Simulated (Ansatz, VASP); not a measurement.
**Cs2AgBiBr6: VASP beside Ansatz**

```xyz
10
Lattice="0.0000 5.6161 5.6161 5.6161 0.0000 5.6161 5.6161 5.6161 0.0000" Properties=species:S:1:pos:R:3 pbc="T T T"
Bi    0.0000    0.0000    0.0000
Cs    8.4242    8.4242    8.4242
Cs    2.8081    2.8081    2.8081
Ag    5.6161    5.6161    5.6161
Br    5.6161    5.6161    8.4180
Br    5.6161    5.6161    2.8142
Br    2.8142    5.6161    5.6161
Br    5.6161    8.4180    5.6161
Br    8.4180    5.6161    5.6161
Br    5.6161    2.8142    5.6161
```

Alike in both runs: task relaxation of cell and atoms; functional revPBE; k mesh 3 × 3 × 3; occupations fermi-dirac, width 0.05 eV; no spin polarisation.

|  | VASP | Ansatz |
| --- | --- | --- |
| version | VASP 6.6.1 | Ansatz 0.2.0 |
| potentials or method | VASP PAW PBE potentials, release 64 (Bi_d, Cs_sv, Ag, Br) | Ansatz PAW |
| plane-wave cutoff (eV) | 600 | 420 |
| valence electrons in the cell | 86 | 94 |

VASP gave:

- gap on the k mesh at the Fermi level, each at its own relaxed structure (eV): 2.02
- relaxed volume (Å³/atom): 40.32
- relaxed cell length with the largest relative difference (Å): 8.292
- energy change over the relaxation (meV/atom): -40

Which values does Ansatz return?

gap on the k mesh at the Fermi level, each at its own relaxed structure (eV): 2.02; relaxed volume (Å³/atom): 40.27; relaxed cell length with the largest relative difference (Å): 8.289; energy change over the relaxation (meV/atom): -40.

The two sets of potentials don't hold the same shells in valence.

Caveats: spin-orbit coupling is left out, which as a rule narrows the gap of such compounds by several tenths of an eV; the PAW data sets were made with another functional, which shifts forces and pressure a little (VASP); an odd mesh through Γ misses points on the zone boundary, where band edges often lie (VASP); odd divisions of the mesh miss points on the zone boundary, where band edges often lie, so the gap on the mesh can be too wide (Ansatz); the plane-wave basis is chosen anew once the cell has moved, so the energies of steps on either side of that aren't comparable (Ansatz); the PAW data sets come from PBE, with cores solved anew for the run's functional, which leaves a small shift of forces and pressure (Ansatz). As with any semilocal functional, this revPBE gap is likely too small.
